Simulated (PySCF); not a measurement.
Species: hydrogen oxalate, C₂HO₄ (charge -1).
SMILES: `O=C([O-])C(=O)O`

Computed with PySCF, TDDFT CAM-B3LYP/def2-SVPD, vertical, gas phase, core orbitals frozen in the response. One conformer (not necessarily the lowest) at the GFN2-xTB geometry, without solvent, vibrations or thermal averaging. GFN2-xTB frequencies show an imaginary mode (55i cm⁻¹), so this geometry is no minimum at that level. Torsions of this conformer, `[O:1]=[C:2]([O-:3])[C:4](=[O:5])[OH:6]`: O1–C2–C4–O5 180°, H–O6–C4–C2 180°.

```json
{"state": "S1", "E (eV)": "4.26", "λ (nm)": "290.7", "f": "0.0000", "symmetry": "–", "main configurations (H = HOMO, L = LUMO)": "H→L+1 (86%), H-1→L+1 (9%)"}
{"state": "S2", "E (eV)": "4.55", "λ (nm)": "272.4", "f": "0.0000", "symmetry": "–", "main configurations (H = HOMO, L = LUMO)": "H-1→L+1 (87%), H→L+1 (9%)"}
{"state": "S3", "E (eV)": "5.47", "λ (nm)": "226.7", "f": "0.033", "symmetry": "A′", "main configurations (H = HOMO, L = LUMO)": "H→L (84%), H-1→L (11%)"}
{"state": "S4", "E (eV)": "5.62", "λ (nm)": "220.7", "f": "0.031", "symmetry": "A′", "main configurations (H = HOMO, L = LUMO)": "H-2→L+1 (93%)"}
{"state": "S5", "E (eV)": "5.98", "λ (nm)": "207.3", "f": "0.061", "symmetry": "A′", "main configurations (H = HOMO, L = LUMO)": "H-1→L (82%), H→L (12%)"}
{"state": "S6", "E (eV)": "6.13", "λ (nm)": "202.4", "f": "0.0000", "symmetry": "–", "main configurations (H = HOMO, L = LUMO)": "H-3→L+1 (90%)"}
{"state": "S7", "E (eV)": "6.17", "λ (nm)": "200.9", "f": "0.0000", "symmetry": "–", "main configurations (H = HOMO, L = LUMO)": "H-2→L (95%)"}
{"state": "S8", "E (eV)": "6.49", "λ (nm)": "191.1", "f": "0.014", "symmetry": "A′", "main configurations (H = HOMO, L = LUMO)": "H→L+2 (85%)"}
```

Triplets (Tamm–Dancoff): T1 3.76 eV, H→L+1 (57%), H-1→L+1 (37%); T2 4.23 eV, H-1→L+1 (58%), H→L+1 (36%); T3 4.32 eV, H-2→L+1 (89%).

The lowest singlet lies at 4.26 eV (291 nm, ultraviolet) and is dark (f under 0.0005); its leading configuration is HOMO→LUMO+1 (86%). The most intense listed level is S5 at 5.98 eV (207 nm, f = 0.061), 1.72 eV above S1. Löwdin shares by element: HOMO oxygen 86% or more, carbon 7% or more; LUMO oxygen 58% or more, hydrogen 22%, carbon 13% or more. Weighted by f, the mean energy of these states is 5.83 eV. Of the 8 states listed, 4 reach f = 0.01 and 4 stay under 0.0005. The listed states span 2.22 eV, and the widest gap between neighbours is 0.92 eV (S2 to S3). No detachment energy is given for this anion; states above it aren't bound, and a finite basis only mimics them. Symmetry labels in Cs follow from the direction of the transition dipole and are given only for states with f of 0.002 or more. The window holds the lowest 8 singlets.
